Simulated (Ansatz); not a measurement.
**Fe: what the smearing changes**

One table from this session's results is given with a row withheld; the runs are named, their logs left out.

Method: DFT, PBE, all-electron LAPW, scalar-relativistic, in Ansatz 0.2.0.

3 further runs of the same task are left out: 2 that didn't finish, 1 set aside as unsound or not needed.

## The system as given

It takes space group Fd-3m (No. 227, cubic). Conventional cell: a = 4.872 Å, b = 4.872 Å, c = 4.872 Å, α = 90.00°, β = 90.00°, γ = 90.00°. Fe (site symmetry -43m) is surrounded by 4 Fe at 2.11 Å.

Structure file:

```xyz
2
Lattice="0.0000 2.4362 2.4362 2.4362 0.0000 2.4362 2.4362 2.4362 0.0000" Properties=species:S:1:pos:R:3 pbc="T T T"
Fe    0.0000    0.0000    0.0000
Fe    1.2181    1.2181    1.2181
```

The cell was relaxed by PAW from a hypothetical start (diamond type); it needn't be the stable phase of this composition.

Atoms are numbered in the order of the input: Fe1, Fe2.

Set-up of the first run:

Contents of input.yaml:

```yaml
crystal:
  lattice:
    - [0.0, 2.4361501089, 2.4361501089]
    - [2.4361501089, 0.0, 2.4361501089]
    - [2.4361501089, 2.4361501089, 0.0]
  atoms:
    - { symbol: Fe, position: [0.0, 0.0, 0.0], spin: 3.0 }
    - { symbol: Fe, position: [0.25, 0.25, 0.25], spin: 3.0 }
magnetization:
  spin_polarized: true
kpoints:
  mp_grid: { grid: [13, 13, 13] }
scf:
  occupations: { method: fermi_dirac, width: 0.28 }
hamiltonian:
  xc: pbe
  pseudopotentials: { kind: all_electron, lapw: { basis_error: 0.00025 } }
output:
  forces: true
  stress: true
  eigenvalues: true
```

Started as:

```sh
$ ansatz run input.yaml --threads 1 --pin off --max-ram 3072MiB --backend cpu --events-out ev --progress --plain --runs-dir out
```

Among the steps run: With Fermi–Dirac smearing of 0.28 eV; With cold smearing of 0.15 eV; With Gaussian smearing of 0.2 eV; With Fermi–Dirac smearing of 0.15 eV; With tetrahedron filling.

One of the session's tables, all rows but one given; the rest of the session is left out.

It belongs to the step «The sweep in one table». 

| smearing | energy from the first row (meV/atom) |
| --- | --- |
| Fermi–Dirac smearing of 0.28 eV | 0.00 |
| cold smearing of 0.15 eV | -4.79 |
| Gaussian smearing of 0.2 eV | ? |
| Fermi–Dirac smearing of 0.15 eV | -5.15 |
| tetrahedron filling | -5.21 |

Q: Estimate the row for Gaussian smearing of 0.2 eV from the others.

The run gave: energy from the first row (meV/atom): -4.91. In the column «energy from the first row (meV/atom)» it lies between Fermi–Dirac smearing of 0.15 eV (-5.15) and cold smearing of 0.15 eV (-4.79).

Energies are those extrapolated to zero smearing.

Caveats from the session: Warnings in the runs' records: seeded moment not kept, stability check not made, band table not solved further, tetrahedron derivatives may miss energy slope.
